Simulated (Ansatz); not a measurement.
## Compressing SiO2

All numbers below come from DFT LDA, scalar-relativistic, plane waves, PAW (Ansatz). (420 eV cutoff, 6×6×6 k-mesh, Gaussian smearing of 0.02 eV, no spin polarisation)

Reference structure (relaxed):

```yaml
crystal:
  lattice:
    - [0.00000, 4.69873, 7.34186]
    - [2.34720, 0.00000, 7.34186]
    - [2.34720, 4.69873, 0.00000]
  atoms:
    - { symbol: Si, position: [0.56308, 0.56308, 0.93692] }
    - { symbol: Si, position: [0.31308, 0.31308, 0.68692] }
    - { symbol: Si, position: [0.68692, 0.68692, 0.31308] }
    - { symbol: Si, position: [0.93692, 0.93692, 0.56308] }
    - { symbol: O, position: [0.62500, 0.12500, 0.62500] }
    - { symbol: O, position: [0.62500, 0.62500, 0.12500] }
    - { symbol: O, position: [0.62500, 0.62500, 0.62500] }
    - { symbol: O, position: [0.12500, 0.62500, 0.62500] }
    - { symbol: O, position: [0.18564, 0.81436, 0.18564] }
    - { symbol: O, position: [0.81436, 0.18564, 0.81436] }
    - { symbol: O, position: [0.43564, 0.06436, 0.43564] }
    - { symbol: O, position: [0.06436, 0.43564, 0.06436] }
```

Cell and atoms are relaxed at each pressure within the symmetry of the start, at zero temperature, so transitions that lower the symmetry aren't seen. The k-mesh given is that at zero pressure and may differ at others. Gaps are Kohn–Sham gaps over the whole zone.

Q: Give the structure at 30 GPa.

A:
```yaml
crystal:
  lattice:
    - [0.00000, 4.31413, 7.46435]
    - [2.04791, 0.00000, 7.46435]
    - [2.04791, 4.31413, 0.00000]
  atoms:
    - { symbol: Si, position: [0.56078, 0.56078, 0.93922] }
    - { symbol: Si, position: [0.31078, 0.31078, 0.68922] }
    - { symbol: Si, position: [0.68922, 0.68922, 0.31078] }
    - { symbol: Si, position: [0.93922, 0.93922, 0.56078] }
    - { symbol: O, position: [0.62500, 0.12500, 0.62500] }
    - { symbol: O, position: [0.62500, 0.62500, 0.12500] }
    - { symbol: O, position: [0.62500, 0.62500, 0.62500] }
    - { symbol: O, position: [0.12500, 0.62500, 0.62500] }
    - { symbol: O, position: [0.15844, 0.84156, 0.15844] }
    - { symbol: O, position: [0.84156, 0.15844, 0.84156] }
    - { symbol: O, position: [0.40844, 0.09156, 0.40844] }
    - { symbol: O, position: [0.09156, 0.40844, 0.09156] }
```
The structure is orthorhombic, space group Fddd (No. 70). The conventional cell has a = 4.096 Å, b = 8.628 Å, c = 14.929 Å, α = 90.00°, β = 90.00°, γ = 90.00°. Si (site symmetry 2) is surrounded by 4 O at 1.53 to 1.58 Å. O (site symmetry -1) is surrounded by 2 Si at 1.53 Å. O (site symmetry 2) is surrounded by 2 Si at 1.58 Å.

This form isn't the usual stable structure of the compound.